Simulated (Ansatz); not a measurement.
# LiBr: vibrational free energy, entropy and heat capacity

These are results of DFT PBE, scalar-relativistic, plane waves, PAW in Ansatz, not measurements. Settings: 420 eV plane-wave cutoff, Γ-centred 8×8×8 mesh, fixed occupations. No spin polarisation. Phonons by linear response, acoustic sum rule imposed.

Relaxed structure:
Space group Fm-3m (No. 225). a = 5.511 Å, b = 5.511 Å, c = 5.511 Å, α = 90.00°, β = 90.00°, γ = 90.00°
```json
{"atom": "Li", "site": "4b", "symmetry": "m-3m", "x": "0.5000", "y": "0.0000", "z": "0.0000"}
{"atom": "Br", "site": "4a", "symmetry": "m-3m", "x": "0.0000", "y": "0.0000", "z": "0.0000"}
```

The cell has the rock salt type, in a space group that the Crystallography Open Database lists for this formula; it was reached from a generator's guess.

Force constants from linear response on a 4×4×4 q mesh, interpolated to a fine mesh.

Q: Give the zero-point energy per atom.

A: 25.9 meV.

Q: How large are the vibrational entropy and heat capacity at 300 K?

A: S = 4.67 k_B and C_V = 2.87 k_B per atom, 96 % of the Dulong–Petit value.

Q: Tabulate them against temperature.

A:
| T (K) | F_vib (meV/atom) | S (k_B/atom) | C_V (k_B/atom) |
| --- | --- | --- | --- |
| 100 | 19.7 | 1.81 | 2.15 |
| 200 | -3.9 | 3.53 | 2.72 |
| 300 | -39.5 | 4.67 | 2.87 |
| 400 | -83.4 | 5.50 | 2.92 |
| 500 | -133.7 | 6.15 | 2.95 |
| 600 | -189.2 | 6.69 | 2.97 |
| 700 | -248.9 | 7.15 | 2.97 |
| 800 | -312.3 | 7.55 | 2.98 |
| 900 | -378.8 | 7.90 | 2.98 |
| 1000 | -448.3 | 8.21 | 2.99 |
